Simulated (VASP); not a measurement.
# CdSe (P6_3mc) in VASP: band structure with PBE

Aim: the band structure of CdSe with PBE.

Program: VASP 6.6.1. These are calculated values, not measurements. Logs are shortened: lines on timing, memory, paths and dates and some standing lists are left out, and cuts for length are marked.

**Experimental background.**

A printed reference work, data compilation reports, for a bulk crystal of CdSe at 2 K: band gap 1.841 eV.

The runs below are set against these values where they give the same quantity.

### 1 Starting point

The structure is hexagonal, space group P6_3mc (No. 186). Conventional cell: a = 4.300 Å, b = 4.300 Å, c = 7.020 Å, α = 90.00°, β = 90.00°, γ = 120.00°. Cd (site symmetry 3m) has 4 Se at 2.61 to 2.70 Å as nearest neighbours. Around Se (site symmetry 3m) lie 4 Cd at 2.61 to 2.70 Å.

### 2 Band structure, PBE

Contents of POSCAR:

```
CdSe
1.0
    4.3000000000      0.0000000000      0.0000000000
   -2.1500000000      3.7239092400      0.0000000000
    0.0000000000      0.0000000000      7.0200000000
Cd Se
2 2
Direct
    0.3333333300      0.6666666700      0.0000000000
    0.6666666700      0.3333333300      0.5000000000
    0.3333333300      0.6666666700      0.3850000000
    0.6666666700      0.3333333300      0.8850000000
```

Contents of INCAR.step1:

```
SYSTEM = CdSe
PREC = Accurate ; ENCUT = 520
EDIFF = 1E-6 ; ISMEAR = 0
SIGMA = 0.02 ; LREAL = .False.
LASPH = .True. ; NELM = 80
ALGO = Normal ; ISIF = 2
LWAVE = .False. ; LCHARG = .True.
GGA = PE ; NBANDS = 26
```

Contents of KPOINTS.step1:

```
regular mesh
0
Gamma
  9 9 4
  0 0 0
```

Contents of INCAR.step2:

```
SYSTEM = CdSe
PREC = Accurate ; ENCUT = 520
EDIFF = 1E-6 ; ISMEAR = 0
SIGMA = 0.05 ; LREAL = .False.
LASPH = .True. ; NELM = 80
ALGO = Normal ; ISIF = 2
LWAVE = .False. ; LCHARG = .False.
GGA = PE ; NBANDS = 26
ICHARG = 11
```

Contents of KPOINTS.step2:

```
path GMKGALHA,LM,KH
10
line-mode
reciprocal
 0.0000000000  0.0000000000  0.0000000000  G
 0.5000000000  0.0000000000  0.0000000000  M

 0.5000000000  0.0000000000  0.0000000000  M
 0.3333333333  0.3333333333  0.0000000000  K

 0.3333333333  0.3333333333  0.0000000000  K
 0.0000000000  0.0000000000  0.0000000000  G

 0.0000000000  0.0000000000  0.0000000000  G
 0.0000000000  0.0000000000  0.5000000000  A

 0.0000000000  0.0000000000  0.5000000000  A
 0.5000000000  0.0000000000  0.5000000000  L

 0.5000000000  0.0000000000  0.5000000000  L
 0.3333333333  0.3333333333  0.5000000000  H

 0.3333333333  0.3333333333  0.5000000000  H
 0.0000000000  0.0000000000  0.5000000000  A

 0.5000000000  0.0000000000  0.5000000000  L
 0.5000000000  0.0000000000  0.0000000000  M

 0.3333333333  0.3333333333  0.0000000000  K
 0.3333333333  0.3333333333  0.5000000000  H
```

Potentials or basis: VASP PAW PBE potentials, release 64 (Cd, Se).

On the command line:

```console
cat potpaw_PBE.64/Cd/POTCAR potpaw_PBE.64/Se/POTCAR > POTCAR
cp INCAR.step1 INCAR
cp KPOINTS.step1 KPOINTS
mpirun -np 1 vasp_std > vasp.out
cp INCAR.step2 INCAR
cp KPOINTS.step2 KPOINTS
mpirun -np 1 vasp_std > vasp.out
```

OUTCAR:

```text
SYSTEM = CdSe
   PREC = Accurate
   ENCUT = 520
   EDIFF = 1E-6
   ISMEAR = 0
   LREAL = .False.
   LASPH = .True.
   NELM = 80
   ISIF = 2
   GGA = PE
   ICHARG = 11

 ion  position               nearest neighbor table
   1  0.333  0.667  0.000-   4 2.61   4 2.61   4 2.61   3 2.70
   2  0.667  0.333  0.500-   3 2.61   3 2.61   3 2.61   4 2.70
   3  0.333  0.667  0.385-   2 2.61   2 2.61   2 2.61   1 2.70
   4  0.667  0.333  0.885-   1 2.61   1 2.61   1 2.61   2 2.70

  LATTYP: Found a hexagonal cell.
 ALAT       =     4.3000000000
 C/A-ratio  =     1.6325581395

  Lattice vectors:

 A1 = (   4.3000000000,   0.0000000000,   0.0000000000)
 A2 = (  -2.1500000000,   3.7239092400,   0.0000000000)
 A3 = (   0.0000000000,   0.0000000000,   7.0200000000)

Analysis of symmetry for initial positions (statically):
=====================================================================
 Subroutine PRICEL returns:
 Original cell was already a primitive cell.

 Routine SETGRP: Setting up the symmetry group for a
 hexagonal supercell.

 Subroutine GETGRP returns: Found 12 space group operations
 (whereof  6 operations were pure point group operations)
 out of a pool of 24 trial point group operations.

The static configuration has the point symmetry C_3v.
 The point group associated with its full space group is C_6v.

Analysis of symmetry for dynamics (positions and initial velocities):
=====================================================================
 Subroutine PRICEL returns:
 Original cell was already a primitive cell.

 Routine SETGRP: Setting up the symmetry group for a
 hexagonal supercell.

 Subroutine GETGRP returns: Found 12 space group operations
 (whereof  6 operations were pure point group operations)
 out of a pool of 24 trial point group operations.

The dynamic configuration has the point symmetry C_3v.
 The point group associated with its full space group is C_6v.

 Subroutine INISYM returns: Found 12 space group operations
 (whereof  6 operations are pure point group operations),
 and found     1 'primitive' translations

----------------------------------------------------------------------------------------

                                     Primitive cell

  volume of cell :     112.4099

  direct lattice vectors                    reciprocal lattice vectors
     4.300000000  0.000000000  0.000000000     0.232558140  0.134267504  0.000000000
    -2.150000000  3.723909240  0.000000000     0.000000000  0.268535009  0.000000000
     0.000000000  0.000000000  7.020000000     0.000000000  0.000000000  0.142450142

  length of vectors
     4.300000000  4.300000003  7.020000000     0.268535009  0.268535009  0.142450142

  position of ions in fractional coordinates (direct lattice)
     0.333333330  0.666666670  0.000000000
     0.666666670  0.333333330  0.500000000
     0.333333330  0.666666670  0.385000000
     0.666666670  0.333333330  0.885000000

  ion indices of the primitive-cell ions
   primitive index   ion index
                 1           1
                 2           2
                 3           3
                 4           4

----------------------------------------------------------------------------------------

 KPOINTS: path GMKGALHA,LM,KH

Interpolating k-points between supplied coordinates.

 Line segments in fractional coordinates (reciprocal lattice):
    0.000000  0.000000  0.000000  ...  0.500000  0.000000  0.000000
    0.500000  0.000000  0.000000  ...  0.333333  0.333333  0.000000
    0.333333  0.333333  0.000000  ...  0.000000  0.000000  0.000000
    0.000000  0.000000  0.000000  ...  0.000000  0.000000  0.500000
    0.000000  0.000000  0.500000  ...  0.500000  0.000000  0.500000
    0.500000  0.000000  0.500000  ...  0.333333  0.333333  0.500000
    0.333333  0.333333  0.500000  ...  0.000000  0.000000  0.500000
    0.500000  0.000000  0.500000  ...  0.500000  0.000000  0.000000
    0.333333  0.333333  0.000000  ...  0.333333  0.333333  0.500000

 Generated    10 points on each line segment, for a total of     90 k-points:

 Following reciprocal coordinates:
            Coordinates               Weight
  0.000000  0.000000  0.000000      0.011111
  0.055556  0.000000  0.000000      0.011111
  0.111111  0.000000  0.000000      0.011111
  0.166667  0.000000  0.000000      0.011111
  0.222222  0.000000  0.000000      0.011111
  0.277778  0.000000  0.000000      0.011111
[... 16 lines left out ...]
  0.259259  0.259259  0.000000      0.011111
  0.222222  0.222222  0.000000      0.011111
 [... further k-points ...]
   k-points           NKPTS =     90   k-points in BZ     NKDIM =     90   number of bands    NBANDS=     26
   number of dos      NEDOS =    301   number of ions     NIONS =      4
   total plane-waves  NPLWV =  55296
   dimension x,y,z NGX =    32 NGY =   32 NGZ =   54
   dimension x,y,z NGXF=    64 NGYF=   64 NGZF=  108
   ions per type =               2   2
   NGX,Y,Z   is equivalent  to a cutoff of  12.37, 12.37, 12.79 a.u.
   NGXF,Y,Z  is equivalent  to a cutoff of  24.74, 24.74, 25.58 a.u.
 SYSTEM =  CdSe
   PREC   = accura    normal or accurate (medium, high low for compatibility)
   ISTART =      0    job   : 0-new  1-cont  2-samecut
   ICHARG =     11    charge: 1-file 2-atom 10-const
   ISPIN  =      1    spin polarized calculation?
   LNONCOLLINEAR =      F non collinear calculations
   LSORBIT =      F    spin-orbit coupling
   LASPH  =      T    aspherical Exc in radial PAW
   ENCUT  =  520.0 eV  38.22 Ry    6.18 a.u.   8.00  8.00 13.05*2*pi/ulx,y,z
   NELM   =     80;   NELMIN=  2; NELMDL=  0     # of ELM steps
   EDIFF  = 0.1E-05   stopping-criterion for ELM
   LREAL  =      F    real-space projection
   EDIFFG = 0.1E-04   stopping-criterion for IOM
   NSW    =      0    number of steps for IOM
   IBRION =     -1    ionic relax: 0-MD 1-quasi-New 2-CG
   NFREE  =      0    steps in history (QN), initial steepest desc. (CG)
   ISIF   =      2    stress and relaxation
   ISYM   =      2    0-nonsym 1-usesym 2-fastsym
   POTIM  = 0.5000    time-step for ionic-motion
   TEBEG  =    0.0;   TEEND  =   0.0 temperature during run
   PSTRESS=    0.0 pullay stress
   NELECT =      36.0000    total number of electrons
   NUPDOWN=      -1.0000    fix difference up-down
   EMIN   =  10.00;   EMAX   =-10.00  energy-range for DOS
   EFERMI =   0.00;   METHOD = LEGACY
   ISMEAR =     0;   SIGMA  =   0.05  broadening in eV -4-tet -1-fermi 0-gaus
   EFERMI_NEDOS =   21; number of points for ismear=-14 and -15
   IALGO  =     38    algorithm
   IMIX   =      4    mixing-type and parameters
     AMIX     =   0.40;   BMIX     =  1.00
     AMIX_MAG =   1.60;   BMIX_MAG =  1.00
  volume/ion in A,a.u.               =      28.10       189.64
  Fermi-wavevector in a.u.,A,eV,Ry     =   1.120059  2.116604 17.068937  1.254531
  Thomas-Fermi vector in A             =   2.256702
   LORBIT       =      0    0 simple, 1 ext, 2 COOP (PROOUT), +10 PAW based schemes
   GGA     = PE    functional components
   LHFCALC =     F    Hartree Fock is set to
   AEXX    =    0.0000 exact exchange contribution
   IVDW    =     0    specifies the selected vdW correction
   LEPSILON=     F    determine dielectric tensor
   LRPA    =     F    only Hartree local field effects (RPA)
 non-spin polarized calculation
 Gauss-broadening in eV      SIGMA  =   0.05
  energy-cutoff  :      520.00
  volume of cell :      112.41
 maximum number of plane-waves:      3054
 NGX is ok and might be reduce to    32

 number of electron      35.9999998 magnetization

 Free energy of the ion-electron system (eV)
  ---------------------------------------------------
  ext. energy  EPLUGINS =         0.00000000
  ---------------------------------------------------
  free energy    TOTEN  =       -10.07946694 eV

  energy without entropy =      -10.07946694  energy(sigma->0) =      -10.07946694

 E-fermi :   1.1862     XC(G=0):  -8.8822

 val. band max:        0.9354789099   @ k =   0.0000   0.0000   0.0000
 cond. band min:       1.6388412410   @ k =   0.0000   0.0000   0.0000
 fundamental gap:      0.7033623311
 Fermi energy:         1.1862382770

 k-point     1 :       0.0000    0.0000    0.0000
  band No.  band energies     occupation
      1     -11.6586      2.00000
      2     -11.2925      2.00000
      3      -6.9999      2.00000
      4      -6.9999      2.00000
      5      -6.9442      2.00000
      6      -6.9442      2.00000
[... 18 lines left out ...]
     25       7.9277      0.00000
     26       8.6655      0.00000

 k-point     2 :       0.0556    0.0000    0.0000
  band No.  band energies     occupation
      1     -11.6487      2.00000
      2     -11.2876      2.00000
      3      -6.9956      2.00000
      4      -6.9942      2.00000
      5      -6.9395      2.00000
      6      -6.9389      2.00000
[... 18 lines left out ...]
     25       8.0056      0.00000
     26       8.5989      0.00000

 k-point     3 :       0.1111    0.0000    0.0000
  band No.  band energies     occupation
      1     -11.6196      2.00000
      2     -11.2734      2.00000
      3      -6.9835      2.00000
      4      -6.9770      2.00000
      5      -6.9269      2.00000
      6      -6.9237      2.00000
[... 18 lines left out ...]
     25       8.2306      0.00000
     26       8.4200      0.00000

 k-point     4 :       0.1667    0.0000    0.0000
  band No.  band energies     occupation
      1     -11.5743      2.00000
      2     -11.2523      2.00000
      3      -6.9654      2.00000
      4      -6.9512      2.00000
      5      -6.9035      2.00000
      6      -6.9002      2.00000
[... 18 lines left out ...]
     25       8.1927      0.00000
     26       8.5790      0.00000
[... 496 lines left out ...]
      1     -11.2245      2.00000
      2     -11.1742      2.00000
      3      -6.9084      2.00000
      4      -6.7980      2.00000
      5      -6.7594      2.00000
      6      -6.7590      2.00000
[... 18 lines left out ...]
     25       8.5139      0.00000
     26       9.4403      0.00000

 k-point    23 :       0.2593    0.2593    0.0000
  band No.  band energies     occupation
      1     -11.2704      2.00000
      2     -11.1656      2.00000
      3      -6.9076      2.00000
      4      -6.8261      2.00000
      5      -6.7662      2.00000
      6      -6.7655      2.00000
[... 18 lines left out ...]
     25       8.3905      0.00000
     26       9.8600      0.00000

 k-point    24 :       0.2222    0.2222    0.0000
  band No.  band energies     occupation
      1     -11.3309      2.00000
      2     -11.1699      2.00000
      3      -6.9099      2.00000
      4      -6.8545      2.00000
      5      -6.7872      2.00000
      6      -6.7815      2.00000
[... 18 lines left out ...]
     25       8.5267      0.00000
     26       9.5787      0.00000

 [... further k-points ...]
[... 5 lines left out ...]
  --------------------------------------------------------------------------------------
  -------------------------------------------------------------------------------------
  Total        5.0143069      5.0143069      2.1574710      0.0000000      0.0000000      0.0000000
  in kB       71.4688573     71.4688574     30.7504086      0.0000000      0.0000000      0.0000000
  external PRESSURE =      57.8960411 kB  Pullay stress =       0.0000000 kB

 VOLUME and BASIS-vectors are now :
 -----------------------------------------------------------------------------
  energy-cutoff  :      520.00
  volume of cell :      112.41
      direct lattice vectors                 reciprocal lattice vectors
     4.300000000  0.000000000  0.000000000     0.232558140  0.134267504  0.000000000
    -2.150000000  3.723909240  0.000000000     0.000000000  0.268535009  0.000000000
     0.000000000  0.000000000  7.020000000     0.000000000  0.000000000  0.142450142

 POSITION                                       TOTAL-FORCE (eV/Angst)
 -----------------------------------------------------------------------------------
     -0.00000      2.48261      0.00000        -0.000000      0.000000      0.513806
      2.15000      1.24130      3.51000         0.000000     -0.000000      0.513806
     -0.00000      2.48261      2.70270         0.000000      0.000000     -0.513806
      2.15000      1.24130      6.21270        -0.000000     -0.000000     -0.513806
 -----------------------------------------------------------------------------------
    total drift:                               -0.000013      0.000007     -0.055102

  FREE ENERGIE OF THE ION-ELECTRON SYSTEM (eV)
  ---------------------------------------------------
  free  energy   TOTEN  =       -10.0794669417 eV

  energy  without entropy=      -10.0794669417  energy(sigma->0) =      -10.07946694
```

Run time: 2.7 min. Hardware: 1 thread of AMD EPYC 7R13 (Zen 3), shared host; peak memory 0.33 GiB.

What came out:

* Band gap on the k mesh: 0.70 eV, direct
* Band gap along the path: 0.70 eV, direct

Levels at the corners of the path, in eV from the valence-band top:
```csv
point,band 16,band 17,band 18,band 19,band 20,band 21
Γ,-0.01,0.00,0.00,0.70,2.12,5.88
M,-1.86,-1.24,-0.83,3.23,3.31,4.81
M,-1.86,-1.24,-0.83,3.23,3.31,4.81
K,-1.79,-1.79,-1.79,4.39,4.81,4.81
K,-1.79,-1.79,-1.79,4.39,4.81,4.81
Γ,-0.01,0.00,0.00,0.70,2.12,5.88
Γ,-0.01,0.00,0.00,0.70,2.12,5.88
A,-0.37,-0.37,-0.37,2.34,2.34,5.83
A,-0.37,-0.37,-0.37,2.34,2.34,5.83
L,-1.38,-1.29,-1.29,2.99,2.99,4.78
L,-1.38,-1.29,-1.29,2.99,2.99,4.78
H,-2.49,-1.06,-1.06,3.80,3.80,5.92
H,-2.49,-1.06,-1.06,3.80,3.80,5.92
A,-0.37,-0.37,-0.37,2.34,2.34,5.83
L,-1.38,-1.29,-1.29,2.99,2.99,4.78
M,-1.86,-1.24,-0.83,3.23,3.31,4.81
K,-1.79,-1.79,-1.79,4.39,4.81,4.81
H,-2.49,-1.06,-1.06,3.80,3.80,5.92
```

Caveat: the log is that of the step along the path at fixed density, whose energy, stress, charges and moments have no meaning.

### 3 How close it comes

Step 2. Against the measured gap of CdSe, 1.841 eV (2 K; a printed reference work, data compilation), the calculated 0.70 eV is off by -1.14 eV. So large a miss can be the level of theory's own, or it may mean another phase, state or a wrong row. Spin-orbit coupling on Cd, Se is left out. The value is that of PBE, without temperature or zero-point motion. Semilocal functionals fall short of measured gaps as a rule.
